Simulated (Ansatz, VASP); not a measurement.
**Ag: VASP beside Ansatz**

The input INCAR:

```
SYSTEM = Ag
  PREC = Accurate
  ENCUT = 520
  EDIFF = 1E-7
  ISMEAR = -1
  SIGMA = 0.05
  LREAL = .FALSE.
  LASPH = .TRUE.
  NELM = 100
  ALGO = Normal
  ISIF = 2
  LWAVE = .FALSE.
  LCHARG = .FALSE.
  GGA = PE
  NBANDS = 12
```

File KPOINTS:

```
regular mesh
0
G
  12 12 12
  0 0 0
```

Contents of POSCAR:

```
Ag
1.0
    2.7786983616      0.0000000000      0.0000000000
    0.0000000000      2.7786983616      0.0000000000
    0.0000000000      0.0000000000      2.7786983616
Ag
1
Direct
    0.0000000000      0.0000000000      0.0000000000
```

Input for Ansatz:

```yaml
crystal:
  lattice:
    - [2.7786983616, 0.0, 0.0]
    - [0.0, 2.7786983616, 0.0]
    - [0.0, 0.0, 2.7786983616]
  atoms:
    - { symbol: Ag, position: [0.0, 0.0, 0.0] }
kpoints:
  mp_grid: { grid: [12, 12, 12] }
scf:
  occupations: { method: fermi_dirac, width: 0.05 }
hamiltonian:
  xc: pbe
  pseudopotentials: { kind: all_electron, lapw: { basis_error: 0.00025 } }
output:
  forces: true
  stress: true
  eigenvalues: true
```

Change from the starting cell: volume scaled by 1.03.

Alike in both runs: task single point; functional PBE; k mesh 12 × 12 × 12; occupations fermi-dirac, width 0.05 eV; no spin polarisation.

|  | VASP | Ansatz |
| --- | --- | --- |
| version | VASP 6.6.1 | Ansatz 0.2.0 |
| potentials or method | VASP PAW PBE potentials, release 64 (Ag) | all-electron LAPW, scalar-relativistic |
| plane-wave cutoff (eV) | 520 | see its input |

```tsv
	VASP	Ansatz	Ansatz less VASP
pressure (GPa)	-1.9	-1.8	+0.07
```

Ansatz ran all-electron here, so the differences hold the error of VASP's frozen core and of both bases.
